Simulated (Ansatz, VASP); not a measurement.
**Cross-check of NaI between VASP and Ansatz**

One calculation is typed for both programs; each brings its own data sets and cutoff. How far apart do they land? The cell is taken from a series of VASP runs on this material, whose earlier steps may have relaxed, scaled or displaced it; both programs get it as it stands.

Calculated with Ansatz 0.2.0; plane waves, with VASP 6.6.1 beside it; band structure at LDA, band structure at r2SCAN, spin-orbit coupling and dielectric response at LDA.

## (1) The structure

The structure is cubic, space group Fm-3m (No. 225). The conventional cell has a = 6.259 Å, b = 6.259 Å, c = 6.259 Å, α = 90.00°, β = 90.00°, γ = 90.00°. Nearest to I lie 6 Na at 3.13 Å. Na has 6 I at 3.13 Å nearest. Farther neighbours and most contacts between anions are not listed.

## (2) Ansatz: band structure, LDA

Ansatz runs on its default PAW (the set named soft_2) files.

Levels along a path test the potential and the projectors away from the mesh points.

input.yaml

```yaml
crystal:
  lattice:
    - [0.0, 3.1295389485, 3.1295389485]
    - [3.1295389485, 0.0, 3.1295389485]
    - [3.1295389485, 3.1295389485, 0.0]
  atoms:
    - { symbol: I, position: [0.5, 0.5, 0.5] }
    - { symbol: Na, position: [0.0, 0.0, 0.0] }
hamiltonian:
  xc: lda
  pseudopotentials: { kind: paw }
kpoints:
  mp_grid: { grid: [6, 6, 6] }
  band_path:
    path:
      - [0.0, 0.0, 0.0]
      - [0.16667, 0.0, 0.16667]
      - [0.33333, 0.0, 0.33333]
      - [0.5, 0.0, 0.5]
      - [0.5, 0.08333, 0.58333]
      - [0.5, 0.19444, 0.69444]
      - [0.5, 0.25, 0.75]
      - [0.45833, 0.29167, 0.75]
      - [0.40278, 0.34722, 0.75]
      - [0.375, 0.375, 0.75]
      - [0.20833, 0.20833, 0.41667]
      - [0.08333, 0.08333, 0.16667]
      - [0.0, 0.0, 0.0]
      - [0.22222, 0.22222, 0.22222]
      - [0.38889, 0.38889, 0.38889]
      - [0.51389, 0.47222, 0.51389]
      - [0.55556, 0.38889, 0.55556]
      - [0.61111, 0.27778, 0.61111]
      - [0.61111, 0.25, 0.63889]
      - [0.56944, 0.25, 0.68056]
      - [0.51389, 0.25, 0.73611]
      - [0.5, 0.27778, 0.72222]
      - [0.5, 0.38889, 0.61111]
      - [0.5, 0.47222, 0.52778]
      - [0.48611, 0.48611, 0.52778]
      - [0.43056, 0.43056, 0.63889]
      - [0.38889, 0.38889, 0.72222]
      - [0.59722, 0.19444, 0.59722]
      - [0.55556, 0.11111, 0.55556]
      - [0.5, 0.0, 0.5]
    npoints: 1
scf:
  occupations: { method: gaussian, width: 0.03 }
  n_extra_bands: 7
output:
  forces: true
  stress: true
  eigenvalues: true
```

Command:

```sh
$ ansatz run input.yaml --threads 2 --pin off --max-ram 4608MiB --backend cpu --events-out ev --progress --plain --runs-dir out
```

Numbers of over 12 decimals in the logs are rounded to 6 here.

The log of the run:

```text
scf.n_extra_bands = 7 over 13 filled bands (N_el = 26.0): the run solves 20 bands
Engine: ansatz 0.2.0, aarch64-unknown-linux-gnu
Pseudopotentials: kind: paw
Pseudopotential: I, paw, valence charge 17, recommended cutoff 420 eV (normal), I.paw.azcp
Pseudopotential: Na, paw, valence charge 9, recommended cutoff 420 eV (normal), Na.paw.azcp
Functional definition: SPW92
  exchange = slater_x
  correlation = pw_c
Crystal: 2 atoms, lattice volume = 61.301 Å³
Basis set: ecut = 420 eV, 1243 PW (Γ)
Bands: 20, of which v1, the nominal top of the filled ones, is band 13 counted from 1 (12 counted from 0)
Symmetry: 48 space group operations
Space group: Fm-3m (ITA 225), of the structure as read, at distance tolerance 3.9e-5 Å
k-points: 16 of 216
Non-local potential: I, projectors of the file, l = 0: 2, l = 1: 2, l = 2: 2, l = 3: 2
Non-local potential: Na, projectors of the file, l = 0: 3, l = 1: 2, l = 2: 1
PAW form: soft (Blöchl's): semilocal exchange-correlation on the pseudo side does not see the compensation charge
PAW frozen core: I, regenerated for the run's functional, and the local potential with it (the file was generated under x = pbe(κ = 0.804, μ = 0.219515), c = pbe(β = 0.066725))
PAW frozen core: Na, regenerated for the run's functional, and the local potential with it (the file was generated under x = pbe(κ = 0.804, μ = 0.219515), c = pbe(β = 0.066725))
PAW one-centre angular grid: I, 590 points (default); XC on 64 Gauss nodes
PAW one-centre angular grid: Na, 110 points (default); XC on 64 Gauss nodes
Initial density: superposition of atomic densities (neutral atoms: chi_scale 0, normalization atom), corrected by the library's trained network
Initial wavefunctions: pseudopotential atomic-orbital guess
Functional: x = slater, c = lda
SCF iter   1: F=—  HF=-8825.015997 eV  |F-HF|=—  |Δ(HF+E_count)|=         —  Δρ=5.70e-3  dr2=7.79e-3  ethr=1.77e-3  ⟨swp⟩=6.0  Hψ=1720  notcnv=0  defer=1
preconditioner: auto → none  [insulator: Δε(μ)=3.614 eV  Ē_g=12.714 eV  σ=0.030 eV  W_gap=1.00  n_scr=14 (ndim 8)  ℏωp=13.4 eV  f_vac=0.040  D(μ)=0.00/eV (n_scr^D=0)  ε∞_Penn≈2.1]
SCF iter   2: F=—  HF=-8825.011074 eV  |F-HF|=—  |Δ(HF+E_count)|=   4.92e-3  Δρ=1.94e-3  dr2=1.49e-3  ethr=2.99e-5  ⟨swp⟩=2.0  Hψ=724  notcnv=0  defer=28
SCF iter   3: F=—  HF=-8825.010827 eV  |F-HF|=—  |Δ(HF+E_count)|=   2.47e-4  Δρ=6.89e-4  dr2=1.89e-4  ethr=5.74e-6  ⟨swp⟩=3.0  Hψ=522  notcnv=0  defer=28
SCF iter   4: F=—  HF=-8825.010778 eV  |F-HF|=—  |Δ(HF+E_count)|=   4.88e-5  Δρ=2.03e-4  dr2=1.13e-5  ethr=7.28e-7  ⟨swp⟩=2.6  Hψ=431  notcnv=0  defer=28
SCF iter   5: F=—  HF=-8825.010778 eV  |F-HF|=—  |Δ(HF+E_count)|=   1.98e-7  Δρ=8.88e-6  dr2=7.24e-8  ethr=4.33e-8  ⟨swp⟩=1.0  Hψ=286  notcnv=0  defer=28
SCF iter   6: F=-8825.010778 eV  HF=-8825.010778 eV  |F-HF|=3.55e-10  |Δ(HF+E_count)|=   1.74e-8  Δρ=1.51e-6  dr2=7.00e-10  ethr=2.79e-10  ⟨swp⟩=6.9  Hψ=1562  notcnv=0
SCF 1 converged in 6 iterations: F = -8825.010778 eV  dr2 = 7.00e-10
  greatest PAW one-centre occupation: 1.000 electrons in one spin orbital (limit 2), on the I atom at site 0 (counted from 0), in its partial waves of l = 2
NSCF: frozen V_eff on 30 k-points
SCF converged after 6 iterations
Free energy (F): -8825.010778 eV
Harris-Foulkes:  -8825.010778 eV  (|F-HF|=3.55e-10)
Internal energy: -8825.010778 eV  (E = F + TS)
E sigma→0 (E₀):  -8825.010778 eV
Fermi energy:    5.565173 eV
--- Per-component energies (eV) ---
  E_band       = -596.440370
  E_kinetic    = 311.430229
  E_local      = -3226.169350  (includes V_loc(G=0)·N_el)
  E_nonlocal   = 31.572669
  E_hartree    = 1463.627576
  E_xc         = -166.027171
  E_vxc        = -179.082519  (∫ρ·V_xc dr)
  E_paw        = -4905.420344  (= ΣΔE_a)
  E_vpaw       = -461.447753  (= ΣTr[D̂ρ^β])
  E_aug_tail   = 0.000041  (compensation charges beyond the density's cutoff)
  E_ewald      = -2334.946534
  E_core_change = 0.922105  (= ΣΔE_core)
  E_smearing   = -0.000000  (= −TS)
  E_closure    = -0.000000  (closes the sum)
  Σ components = -8825.010778   (vs F -8825.010778, Δ=0.00e0)
--- Forces (eV/Å), atoms counted from 1 ---
  atom   1  I      0.00000000    -0.00000000    -0.00000000
  atom   2  Na    -0.00000000     0.00000000     0.00000000
  max |Σ_I F_I| component: 3.68e-29 eV/Å
--- Stress (GPa, compression-positive) ---
        0.010481       0.000000      -0.000000
       -0.000000       0.010481      -0.000000
       -0.000000      -0.000000       0.010481
  P = ⅓ Tr σ = 0.0105 GPa (0.105 kbar)
--- Band table (eV; the first three rows and the last of 16) ---
  k-point 0: bands = [... 9 lower, -7.6534, 3.7546, 3.7546, 3.7546, 7.3755, 11.5910, 11.5910, 11.5910, ... 3 higher]
  k-point 1: bands = [... 9 lower, -7.5558, 2.8553, 3.6587, 3.6587, 8.2675, 11.1108, 11.8241, 11.8241, ... 3 higher]
  k-point 2: bands = [... 9 lower, -7.3458, 1.6288, 3.4821, 3.4821, 8.7366, 11.4220, 11.4220, 12.0625, ... 3 higher]
  k-point 15: bands = [... 9 lower, -7.1235, 1.7246, 2.3977, 2.6596, 9.0814, 10.0739, 12.4907, 12.5190, ... 3 higher]
```

The job ended after 2.2 s (2 threads of Arm Neoverse N1, shared host; peak memory 0.28 GiB; 3.7 s of CPU time).

## (3) VASP: band structure, LDA

The same cell, functional (in two slightly different forms), mesh and smearing now go to VASP, with its own data sets and cutoff.

Lines of VASP's logs that name or quote its potential files are left out, and so is its time.

INCAR

```
SYSTEM = NaI
PREC = Accurate
ENCUT = 350
EDIFF = 1E-06
NELM = 100
ISMEAR = 0
SIGMA = 0.03
LREAL = .FALSE.
ALGO = Normal
GGA = CA
NBANDS = 19
LORBIT = 11
LWAVE = .FALSE.
LCHARG = .FALSE.
KPAR = 4
LASPH = .TRUE.
```

POSCAR

```
NaI
1.0
    0.0000000000      3.1295389485      3.1295389485
    3.1295389485      0.0000000000      3.1295389485
    3.1295389485      3.1295389485      0.0000000000
I Na
1 1
Direct
    0.5000000000      0.5000000000      0.5000000000
    0.0000000000      0.0000000000      0.0000000000
```

KPOINTS

```
Automatic mesh
0
Gamma
6 6 6
0 0 0
```

KPOINTS_OPT

```
Line mode
10
Line-mode
Reciprocal
  0.00000000   0.00000000   0.00000000 GAMMA
  0.50000000   0.00000000   0.50000000 X

  0.50000000   0.00000000   0.50000000 X
  0.50000000   0.25000000   0.75000000 W

  0.50000000   0.25000000   0.75000000 W
  0.37500000   0.37500000   0.75000000 K

  0.37500000   0.37500000   0.75000000 K
  0.00000000   0.00000000   0.00000000 GAMMA

  0.00000000   0.00000000   0.00000000 GAMMA
  0.50000000   0.50000000   0.50000000 L

  0.50000000   0.50000000   0.50000000 L
  0.62500000   0.25000000   0.62500000 U

  0.62500000   0.25000000   0.62500000 U
  0.50000000   0.25000000   0.75000000 W

  0.50000000   0.25000000   0.75000000 W
  0.50000000   0.50000000   0.50000000 L

  0.50000000   0.50000000   0.50000000 L
  0.37500000   0.37500000   0.75000000 K

  0.62500000   0.25000000   0.62500000 U
  0.50000000   0.00000000   0.50000000 X
```

Potentials, in the order of the species: I and Na_pv (LDA family, release 64).

Command:

```sh
$ mpirun -np 4 vasp_std
```

The log of the run:

```text
[banner, memory and clock lines left out]
running    4 mpi-ranks, on    1 nodes
 distrk:  each k-point on    1 cores,    4 groups
 distr:  one band on    1 cores,    1 groups

 POSCAR found type information on POSCAR I Na
 POSCAR found :  2 types and       2 ions
 LDA part: xc-table for (Slater(with rela. corr.)+CA(PZ))
 , standard interpolation
 POSCAR, INCAR and KPOINTS ok, starting setup
 FFT: planning ... GRIDC
 FFT: planning ... GRID_SOFT
 FFT: planning ... GRID
 WAVECAR not read
 entering main loop
       N       E                     dE             d eps       ncg     rms          rms(c)
DAV:   1     0.790857405176E+02    0.79086E+02   -0.50918E+03   616   0.496E+02
DAV:   2    -0.728589610984E+00   -0.79814E+02   -0.75142E+02   703   0.160E+02
DAV:   3    -0.598050183059E+01   -0.52519E+01   -0.52123E+01   730   0.434E+01
DAV:   4    -0.608137131175E+01   -0.10087E+00   -0.10083E+00   774   0.582E+00
DAV:   5    -0.608306302447E+01   -0.16917E-02   -0.16916E-02   755   0.710E-01    0.176E+00
DAV:   6    -0.602913325988E+01    0.53930E-01   -0.33410E-02   732   0.111E+00    0.114E+00
DAV:   7    -0.601631904230E+01    0.12814E-01   -0.31126E-02   757   0.842E-01    0.475E-01
DAV:   8    -0.601600197900E+01    0.31706E-03   -0.30481E-03   701   0.379E-01    0.832E-02
DAV:   9    -0.601593822699E+01    0.63752E-04   -0.17153E-04   742   0.111E-01    0.278E-02
DAV:  10    -0.601593924264E+01   -0.10156E-05   -0.12829E-05   794   0.259E-02    0.148E-02
DAV:  11    -0.601593923100E+01    0.11641E-07   -0.44203E-07   510   0.401E-03
   1 F= -.60159392E+01 E0= -.60159392E+01  d E =-.494695E-14
 Start KPOINTS_OPT (optional k-point list driver)
k-point batch [1-16\100]
       N       E                     dE             ncg
DAV:   1    -0.946203937627E+03   -0.50528E+04      616
DAV:   2    -0.219875471754E+04   -0.12526E+04      671
DAV:   3    -0.228044551444E+04   -0.81691E+02      772
DAV:   4    -0.228191526720E+04   -0.14698E+01      800
DAV:   5    -0.228194862547E+04   -0.33358E-01      752
DAV:   6    -0.228195020779E+04   -0.15823E-02      914
DAV:   7    -0.228195022691E+04   -0.19125E-04      707
DAV:   8    -0.228195022724E+04   -0.32696E-06      649
[...]
k-point batch [97-100\100]
       N       E                     dE             ncg
DAV:   1     0.417846438849E+04   -0.17201E+04      155
DAV:   2     0.382398787733E+04   -0.35448E+03      160
DAV:   3     0.380126145057E+04   -0.22726E+02      196
DAV:   4     0.380081533541E+04   -0.44612E+00      208
DAV:   5     0.380080798029E+04   -0.73551E-02      200
DAV:   6     0.380080765213E+04   -0.32816E-03      213
DAV:   7     0.380080764361E+04   -0.85179E-05      184
DAV:   8     0.380080764315E+04   -0.46361E-06      168
```

Parts of OUTCAR (step 3):

```text
ion  position               nearest neighbor table
   1  0.500  0.500  0.500-   2 3.13   2 3.13   2 3.13   2 3.13   2 3.13   2 3.13
   2  0.000  0.000  0.000-   1 3.13   1 3.13   1 3.13   1 3.13   1 3.13   1 3.13

  LATTYP: Found a face centered cubic cell.
 ALAT       =     6.2590778970

 Subroutine GETGRP returns: Found 48 space group operations
 (whereof 48 operations were pure point group operations)

The static configuration has the point symmetry O_h .

 Found     16 irreducible k-points:

   k-points           NKPTS =     16   k-points in BZ     NKDIM =     16   number of bands    NBANDS=     19

   dimension x,y,z NGX =    28 NGY =   28 NGZ =   28
   dimension x,y,z NGXF=    56 NGYF=   56 NGZF=   56

   ENCUT  =  350.0 eV  25.72 Ry    5.07 a.u.   6.75  6.75  6.75*2*pi/ulx,y,z

   NELECT =      14.0000    total number of electrons

 k-points in reciprocal lattice and weights: Automatic mesh
   0.00000000  0.00000000  0.00000000       0.005
   0.16666667  0.00000000  0.00000000       0.037
   0.33333333  0.00000000  0.00000000       0.037
   0.50000000  0.00000000  0.00000000       0.019
   0.16666667  0.16666667  0.00000000       0.028
   0.33333333  0.16666667  0.00000000       0.111
   0.50000000  0.16666667  0.00000000       0.111
  -0.33333333  0.16666667  0.00000000       0.111
  -0.16666667  0.16666667  0.00000000       0.056
[...]
-0.33333333  0.33333333  0.16666667       0.111
  -0.33333333  0.50000000  0.16666667       0.056

 average (electrostatic) potential at core
       1 -93.3811       2 -45.3199

 E-fermi :   1.5225

 k-point     1 :       0.0000    0.0000    0.0000
  band No.  band energies     occupation
    ...
      3     -20.9277      2.00000
      4      -9.9951      2.00000
      5       1.3737      2.00000
      6       1.3737      2.00000
      7       1.3737      2.00000
      8       5.0086      0.00000
      9       9.1643      0.00000
     10       9.1643      0.00000
     11       9.1643      0.00000
     12      11.2020      0.00000
    ...

 k-point     2 :       0.1667    0.0000    0.0000
  band No.  band energies     occupation
    ...
      3     -20.9277      2.00000
      4      -9.8959      2.00000
      5       0.4725      2.00000
      6       1.2773      2.00000
      7       1.2773      2.00000
      8       5.8972      0.00000
      9       8.6997      0.00000
     10       9.3967      0.00000
     11       9.3967      0.00000
     12      10.6424      0.00000
    ...

 k-point     3 :       0.3333    0.0000    0.0000
  band No.  band energies     occupation
    ...
      3     -20.9280      2.00000
      4      -9.6820      2.00000
      5      -0.7588      2.00000
      6       1.0998      2.00000
      7       1.0998      2.00000
      8       6.3512      0.00000
      9       8.9990      0.00000
     10       8.9990      0.00000
     11       9.6733      0.00000
     12      11.5189      0.00000
    ...

  Total       -0.0048790     -0.0048790     -0.0048790     -0.0000000      0.0000000     -0.0000000
  in kB       -0.1275171     -0.1275171     -0.1275171     -0.0000000      0.0000000     -0.0000000
  external PRESSURE =      -0.1275171 kB  Pullay stress =       0.0000000 kB

  energy-cutoff  :      350.00
  volume of cell :       61.30
      direct lattice vectors                 reciprocal lattice vectors
     0.000000000  3.129538949  3.129538949    -0.159767943  0.159767943  0.159767943
     3.129538949  0.000000000  3.129538949     0.159767943 -0.159767943  0.159767943
     3.129538949  3.129538949  0.000000000     0.159767943  0.159767943 -0.159767943

 POSITION                                       TOTAL-FORCE (eV/Angst)
 -----------------------------------------------------------------------------------
      3.12954      3.12954      3.12954         0.000000      0.000000     -0.000000
      0.00000      0.00000      0.00000        -0.000000     -0.000000      0.000000
 -----------------------------------------------------------------------------------
    total drift:                                0.000000      0.000000      0.000000

  FREE ENERGIE OF THE ION-ELECTRON SYSTEM (eV)
  ---------------------------------------------------
  free  energy   TOTEN  =        -6.0159392310 eV

  energy  without entropy=       -6.0159392310  energy(sigma->0) =       -6.01593923

 total charge
# of ion       s       p       d       tot
------------------------------------------
    1        1.500   2.858   0.004   4.361
    2        0.052   5.978   0.000   6.030
--------------------------------------------------
tot          1.552   8.835   0.004  10.391

[... 3 further parts left out ...]
```

The run ends at a pressure of -0.01 GPa.

## (4) Comparison

Known differences besides the potentials themselves: the two LDA forms differ slightly; the data sets hold 26 valence electrons in Ansatz (default PAW (the set named soft_2) files) and 14 in VASP; the cutoff is 420 eV in Ansatz and 350 eV in VASP; VASP's log shows a relativistic correction to its local exchange, Ansatz's none. Total energies have different zeros and are not compared.

Compared:

```tsv
quantity	Ansatz	VASP	difference
pressure (GPa)	0.01	-0.01	+0.02
gap over the path points (eV)	3.621	3.635	-0.014
```

Levels at points of the path, from each program's valence-band top (eV; 3 filled, then empty):

```tsv
k (reciprocal lattice)	Ansatz	VASP
0.000 0.000 0.000	0.00 0.00 0.00 3.62 7.84 7.84	0.00 0.00 0.00 3.63 7.79 7.79
0.167 0.000 0.167	-0.89 -0.27 -0.27 4.86 6.71 8.05	-0.89 -0.27 -0.27 4.87 6.67 8.02
0.333 0.000 0.333	-1.94 -0.71 -0.71 4.99 5.59 8.49	-1.94 -0.72 -0.72 4.98 5.57 8.48
0.500 0.000 0.500	-2.30 -0.91 -0.91 4.34 5.21 10.28	-2.31 -0.91 -0.91 4.33 5.18 10.29
0.500 0.083 0.583	-2.23 -1.04 -0.97 4.62 5.51 9.83	-2.24 -1.04 -0.98 4.61 5.48 9.82
0.500 0.194 0.694	-1.94 -1.48 -1.13 5.58 6.67 8.31	-1.94 -1.48 -1.13 5.57 6.65 8.29
0.500 0.250 0.750	-1.72 -1.72 -1.15 5.88 7.46 7.46	-1.73 -1.73 -1.16 5.86 7.44 7.44
0.458 0.292 0.750	-1.87 -1.62 -1.05 5.67 6.91 8.10	-1.88 -1.63 -1.05 5.66 6.88 8.07
0.403 0.347 0.750	-1.98 -1.64 -0.79 5.15 6.66 8.79	-1.99 -1.64 -0.79 5.13 6.64 8.77
0.375 0.375 0.750	-2.00 -1.64 -0.74 5.06 6.64 8.91	-2.00 -1.65 -0.74 5.04 6.62 8.89
```

Among the levels compared at these points, filled levels agree within 9 meV and empty ones within 47 meV. Ansatz's pressure holds a Pulay correction of 0.02 GPa; VASP's holds none.

[end of part 1 of 2]

[Lines on the potential files, build, host, timing and source positions are cut from VASP's logs without a mark.]

[Logs are printed without paths, hosts, clocks, repeated set-up lines and the standing remarks that a program may print on its own settings, such as how far it seeks lower states.]

[Hosts, paths, dates, database ids (printed as entryN), source tags and the programs' standing remarks are cut or masked in the printed files.]
